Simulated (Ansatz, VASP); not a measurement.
## One calculation of Al, two programs

```
Al
1.0
    -1.69244    1.77684    1.41665
     1.71909   -1.75705    1.42351
     3.25077    3.37313    0.04644
Al
2
Direct
  0.91462 0.08075 0.00009
  0.58538 0.41925 0.49991
```

Change from the starting cell: all atoms moved at random, sigma 0.25 Å a component; relaxed back.

Alike in both runs: functional PBEsol; k mesh 12 × 12 × 8; occupations gaussian, width 0.15 eV; no spin polarisation.

Ansatz relaxed the structure, and its values are those at the end. VASP's run is a single point on that final structure, the one shown.

```csv
,VASP,Ansatz
version,VASP 6.6.1,Ansatz 0.2.0
potentials or method,"VASP PAW PBE potentials, release 64 (Al)","scalar-relativistic, plane waves, PAW"
plane-wave cutoff (eV),520,420
valence electrons in the cell,6,6
```

```csv
,VASP,Ansatz,Ansatz less VASP
gap on the k mesh at the Fermi level (eV),none,none,-
pressure (GPa),0.0,0.0,-0.06
rms of the force components (eV/Å),0.004,0.004,0.0000
```

A gap of «none» marks a metal or a gap that the smearing closes. With one functional, cell and mesh, what is left measures potentials, basis and numerics.

Caveats: the PAW data sets were made with another functional, which shifts forces and pressure a little (VASP).
